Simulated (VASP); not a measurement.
GaSb:

```
Sb Ga
1.0
     0.00000    3.05900    3.05900
     3.05900    0.00000    3.05900
     3.05900    3.05900    0.00000
Sb Ga
1 1
Cartesian
  4.5885 4.5885 4.5885
  0.0000 0.0000 0.0000
```

```yaml
Program: VASP 6.6.1
Task: relaxation of cell and atoms
Functional: PBE
Potentials_or_basis: VASP PAW PBE potentials, release 64 (Sb, Ga_d)
Cutoff: 600 eV
k_mesh: 8 × 8 × 8
Occupations: fermi-dirac, width 0.05 eV
Spin: no spin polarisation
```

At the start: pressure 2.4 GPa; volume 28.62 Å³/atom.

Q: Where does the relaxation end?

A: Over 3 steps the energy falls by 10.2 meV/atom and the volume is 30.04 Å³/atom (+4.9 %); space group F-43m (No. 216, to 0.05 Å).

The path:
| step | energy change (eV) | largest force (eV/Å) | pressure (GPa) | volume (Å³) |
| --- | --- | --- | --- | --- |
| 1 | 0.0000 | 0.0000 | 2.40 | 57.25 |
| 2 | -0.0189 | 0.0000 | -0.57 | 60.88 |
| 3 | -0.0203 | 0.0000 | -0.03 | 60.08 |

Final structure:
```
Sb Ga
1.0
     0.00000    3.10854    3.10854
     3.10854    0.00000    3.10854
     3.10854    3.10854    0.00000
Sb Ga
1 1
Direct
  0.75000 0.75000 0.75000
  0.00000 0.00000 0.00000
```
